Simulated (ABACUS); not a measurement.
Input of an ABACUS 3.10.1 run:

run_abacus.py

```python
"""ABACUS run from a structure file: ASE reads it, the script writes STRU, KPT and INPUT."""
import re
import subprocess
import spglib
from ase import Atoms
from ase.io import read
from ase.units import Bohr

atoms = read("InP.cif")
cell, frac, numbers = spglib.standardize_cell((atoms.cell[:], atoms.get_scaled_positions(), atoms.numbers), to_primitive=True, symprec=1e-4)
atoms = Atoms(numbers=numbers, cell=cell, scaled_positions=frac, pbc=True)  # the primitive cell
atoms = atoms[(-atoms.numbers).argsort(kind="stable")]  # ABACUS lists atoms element by element
pseudo = {'In': 'In_ONCV_PBE-1.2.upf', 'P': 'P_ONCV_PBE-1.2.upf'}
orbital = {}
magmoms = None
kmesh = [5, 5, 5]
params = {
    'suffix': 'InP',
    'calculation': 'scf',
    'basis_type': 'pw',
    'pseudo_dir': './',
    'symmetry': 1,
    'dft_functional': 'MGGA_X_REVTPSS+MGGA_C_REVTPSS',
    'ecutwfc': 82,
    'pseudo_rcut': 7,
    'nspin': 1,
    'nbands': 19,
    'ks_solver': 'dav',
    'smearing_method': 'fd',
    'smearing_sigma': 0.00367493,
    'scf_thr': 1e-08,
    'scf_nmax': 100,
    'mixing_type': 'broyden',
    'mixing_beta': 0.7,
    'cal_force': 1,
    'cal_stress': 1,
    'mixing_tau': 1,
    'out_chg': 1,
    'out_pot': 2,
    'out_elf': 1,
}

symbols = atoms.get_chemical_symbols()
elements = list(dict.fromkeys(symbols))
lines = ["ATOMIC_SPECIES"] + [f"{e} {atoms.get_masses()[symbols.index(e)]:.4f} {pseudo[e]}" for e in elements]
if orbital:
    lines += ["", "NUMERICAL_ORBITAL"] + [orbital[e] for e in elements]
lines += ["", "LATTICE_CONSTANT", f"{1 / Bohr:.10f}", "", "LATTICE_VECTORS"]
lines += [" ".join(f"{x:.10f}" for x in v) for v in atoms.cell]
lines += ["", "ATOMIC_POSITIONS", "Direct"]
for e in elements:
    lines += ["", e, "0.0", str(symbols.count(e))]
    for i, p in enumerate(atoms.get_scaled_positions(wrap=False)):
        if symbols[i] == e:
            mag = "" if magmoms is None else " mag " + " ".join(str(x) for x in (magmoms[i] if isinstance(magmoms[i], list) else [magmoms[i]]))
            lines.append(" ".join(f"{x:.10f}" for x in p) + " 1 1 1" + mag)
open("STRU", "w").write("\n".join(lines) + "\n")
open("KPT", "w").write("K_POINTS\n0\nGamma\n%d %d %d 0 0 0\n" % tuple(kmesh))
open("INPUT", "w").write("INPUT_PARAMETERS\n" + "".join(f"{k:<20s}{v}\n" for k, v in params.items()))

done = subprocess.run(['mpirun', '-np', '4', 'abacus'])
if done.returncode:
    raise SystemExit(done.returncode)
log = open("OUT.InP/running_scf.log").read()
print("final energy (eV):", re.findall(r"FINAL_ETOT_IS (\S+)", log))
```

The input InP.cif:

```cif
data_InP
_cell_length_a 5.86100000
_cell_length_b 5.86100000
_cell_length_c 5.86100000
_cell_angle_alpha 90.00000000
_cell_angle_beta 90.00000000
_cell_angle_gamma 90.00000000
_space_group_name_H-M_alt 'F-43m'
_space_group_name_Hall 'F -4 2 3'
_space_group_IT_number 216
loop_
_space_group_symop_operation_xyz
'x,y,z'
'y,-x,-z'
'-x,-y,z'
'-y,x,-z'
'x,-y,-z'
'y,x,z'
'-x,y,-z'
'-y,-x,z'
'z,x,y'
'-z,y,-x'
'z,-x,-y'
'-z,-y,x'
'-z,x,-y'
'z,y,x'
'-z,-x,y'
'z,-y,-x'
'y,z,x'
'-x,-z,y'
'-y,z,-x'
'x,-z,-y'
'-y,-z,x'
'x,z,y'
'y,-z,-x'
'-x,z,-y'
'x,y+1/2,z+1/2'
'y,-x+1/2,-z+1/2'
'-x,-y+1/2,z+1/2'
'-y,x+1/2,-z+1/2'
'x,-y+1/2,-z+1/2'
'y,x+1/2,z+1/2'
'-x,y+1/2,-z+1/2'
'-y,-x+1/2,z+1/2'
'z,x+1/2,y+1/2'
'-z,y+1/2,-x+1/2'
'z,-x+1/2,-y+1/2'
'-z,-y+1/2,x+1/2'
'-z,x+1/2,-y+1/2'
'z,y+1/2,x+1/2'
'-z,-x+1/2,y+1/2'
'z,-y+1/2,-x+1/2'
'y,z+1/2,x+1/2'
'-x,-z+1/2,y+1/2'
'-y,z+1/2,-x+1/2'
'x,-z+1/2,-y+1/2'
'-y,-z+1/2,x+1/2'
'x,z+1/2,y+1/2'
'y,-z+1/2,-x+1/2'
'-x,z+1/2,-y+1/2'
'x+1/2,y,z+1/2'
'y+1/2,-x,-z+1/2'
'-x+1/2,-y,z+1/2'
'-y+1/2,x,-z+1/2'
'x+1/2,-y,-z+1/2'
'y+1/2,x,z+1/2'
'-x+1/2,y,-z+1/2'
'-y+1/2,-x,z+1/2'
'z+1/2,x,y+1/2'
'-z+1/2,y,-x+1/2'
'z+1/2,-x,-y+1/2'
'-z+1/2,-y,x+1/2'
'-z+1/2,x,-y+1/2'
'z+1/2,y,x+1/2'
'-z+1/2,-x,y+1/2'
'z+1/2,-y,-x+1/2'
'y+1/2,z,x+1/2'
'-x+1/2,-z,y+1/2'
'-y+1/2,z,-x+1/2'
'x+1/2,-z,-y+1/2'
'-y+1/2,-z,x+1/2'
'x+1/2,z,y+1/2'
'y+1/2,-z,-x+1/2'
'-x+1/2,z,-y+1/2'
'x+1/2,y+1/2,z'
'y+1/2,-x+1/2,-z'
'-x+1/2,-y+1/2,z'
'-y+1/2,x+1/2,-z'
'x+1/2,-y+1/2,-z'
'y+1/2,x+1/2,z'
'-x+1/2,y+1/2,-z'
'-y+1/2,-x+1/2,z'
'z+1/2,x+1/2,y'
'-z+1/2,y+1/2,-x'
'z+1/2,-x+1/2,-y'
'-z+1/2,-y+1/2,x'
'-z+1/2,x+1/2,-y'
'z+1/2,y+1/2,x'
'-z+1/2,-x+1/2,y'
'z+1/2,-y+1/2,-x'
'y+1/2,z+1/2,x'
'-x+1/2,-z+1/2,y'
'-y+1/2,z+1/2,-x'
'x+1/2,-z+1/2,-y'
'-y+1/2,-z+1/2,x'
'x+1/2,z+1/2,y'
'y+1/2,-z+1/2,-x'
'-x+1/2,z+1/2,-y'
loop_
_atom_site_label
_atom_site_type_symbol
_atom_site_symmetry_multiplicity
_atom_site_Wyckoff_symbol
_atom_site_fract_x
_atom_site_fract_y
_atom_site_fract_z
_atom_site_occupancy
In1 In 4 a 0.0000000000 0.0000000000 0.0000000000 1
P1 P 4 c 0.2500000000 0.2500000000 0.2500000000 1
```

Potentials or basis: SG15 ONCV 1.2 PBE, plane waves.

Launch:

```sh
$ OMP_NUM_THREADS=1 python run_abacus.py > log
```

(1) Predict the band gap on the k mesh.

(2) Estimate the pressure.

Results:

(1) 0.75 eV, direct.

(2) 2.0 GPa.

Caveat: the potentials were made for another functional, which shifts forces and pressure; spin-orbit coupling is left out, which moves the levels of the heavy elements.

**Experimental background.**

A printed reference work, data compilation reports, for a bulk crystal of InP at 1.6 K: band gap 1.4236 eV (direct).

Measured gap of InP: 1.4236 eV (direct; 1.6 K; a printed reference work, data compilation). This calculation gives 0.75 eV (-0.68 eV). Spin-orbit coupling on In is left out. The value is that of revTPSS, without temperature or zero-point motion.
